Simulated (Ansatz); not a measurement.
**SiC: generalised stacking fault**

Level of theory: DFT PBE, scalar-relativistic, plane waves, PAW in Ansatz. The runs took a 420 eV cutoff, a Γ-centred 10×10×2 mesh and Gaussian smearing (0.05 eV). No spin polarisation. Energies are free energies at this smearing, counted from the undisturbed cell; pressure is positive in compression.

The starting cell (as given, not relaxed at this level; it stands at 4.8 GPa):

```
Si C
1.0
     2.17400   -2.17400    0.00000
     2.17400    0.00000   -2.17400
     8.69600    8.69600    8.69600
Si C
6 6
Direct
  0.66667 0.66667 0.06247
  0.00000 0.00000 0.89580
  0.33333 0.33333 0.22913
  0.66667 0.66667 0.56247
  0.00000 0.00000 0.39580
  0.33333 0.33333 0.72913
  0.66667 0.66667 0.43747
  0.00000 0.00000 0.27080
  0.33333 0.33333 0.60413
  0.66667 0.66667 0.93747
  0.00000 0.00000 0.77080
  0.33333 0.33333 0.10413
```

The cut lies on the cell's a–b face, a (1 -1 1) plane (indices in the standard cell, whose axes needn't be the Cartesian ones shown) of area 8.19 Å², between layers 1.88 Å apart. Vector c is tilted by f times 1·a + 1·b (length 5.325 Å) with the atoms' Cartesian places fixed: one unrelaxed fault a cell.

```csv
f,γ (mJ/m²),"shear traction, the slope of γ along the slip (GPa)",gap on the mesh (eV)
0.0000,0,0.0,1.35
0.0833,632,29.0,1.02
0.1667,2489,51.7,0.67
0.2500,4828,48.3,0.25
0.3333,6109,0.0,0.09
0.4167,5073,-33.1,0.57
0.5000,3840,-19.0,1.04
0.5833,3471,?,?
0.6667,3586,0.0,0.96
0.7500,3173,?,?
0.8333,1884,-34.0,0.66
0.9167,?,?,1.03
```

Q: Give the withheld values.

A: shear traction, the slope of γ along the slip (GPa) at f = 0.5833: 0.7; gap on the mesh (eV) at f = 0.5833: 0.91; shear traction, the slope of γ along the slip (GPa) at f = 0.7500: -20.2; gap on the mesh (eV) at f = 0.7500: 0.86; γ (mJ/m²) at f = 0.9167: 542; shear traction, the slope of γ along the slip (GPa) at f = 0.9167: -23.2.

Cost: 12 runs of about 4.2 core-minutes in all, on Arm Neoverse V2 (shared hosts).